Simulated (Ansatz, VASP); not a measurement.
# Pb in VASP and in Ansatz

```xyz
2
Lattice="3.5844 0.0000 0.0000 -1.7922 3.1042 0.0000 0.0000 0.0000 5.5900" Properties=species:S:1:pos:R:3 pbc="T T T"
Pb    0.0000    2.0695    1.3975
Pb    1.7922    1.0347    4.1925
```

Change from the starting cell: equal xx and yy strain of +3 %.

Alike in both runs: task single point; functional PBE; k mesh 12 × 12 × 7; occupations fermi-dirac, width 0.05 eV; no spin polarisation.

|  | VASP | Ansatz |
| --- | --- | --- |
| version | VASP 6.6.1 | Ansatz 0.2.0 |
| potentials or method | VASP PAW PBE potentials, release 64 (Pb_d), cutoff 520 eV | all-electron LAPW, scalar-relativistic |

|  | VASP | Ansatz | Ansatz less VASP |
| --- | --- | --- | --- |
| pressure (GPa) | 0.9 | 1.0 | +0.07 |
| largest component of the traceless stress (GPa) | 0.87 | 0.87 | -0.003 |

Ansatz ran all-electron here, so the differences hold the error of VASP's frozen core and of both bases.

Spin-orbit coupling is left out, which matters for the levels of Pb.
